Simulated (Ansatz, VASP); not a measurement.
# BN: VASP beside Ansatz

```
CELL_PARAMETERS angstrom
0.00000 1.50068 1.50068
1.50068 0.00000 1.50068
1.50068 1.50068 0.00000
ATOMIC_POSITIONS crystal
B 0.00000 0.00000 0.00000
N 0.50000 0.50000 0.50000
```

Change from the starting cell: volume scaled by 0.64, PAW files.

Alike in both runs: task single point; functional PBEsol; k mesh 15 × 15 × 15; occupations fermi-dirac, width 0.1 eV; no spin polarisation.

|  | VASP | Ansatz |
| --- | --- | --- |
| version | VASP 6.6.1 | Ansatz 0.2.0 |
| potentials or method | VASP PAW PBE potentials, release 64 (B, N) | PAW with Ansatz's default frozen-core files, scalar-relativistic |
| plane-wave cutoff (eV) | 520 | 420 |
| valence electrons in the cell | 8 | 8 |

```csv
,VASP,Ansatz,Ansatz less VASP
gap on the k mesh at the Fermi level (eV),5.30,5.31,+0.019
pressure (GPa),411.7,407.7,-3.99
```

The functional is the same, so the differences come from potentials, cutoffs and numerics.

Caveats: the cell as given lies far from equilibrium; so large a pressure means that the cell lies far from this level's equilibrium, or that cutoff or potentials fall short (VASP); the potentials were made for another functional, which shifts forces and pressure (VASP); an odd mesh through Γ misses points on the zone boundary, where band edges often lie.
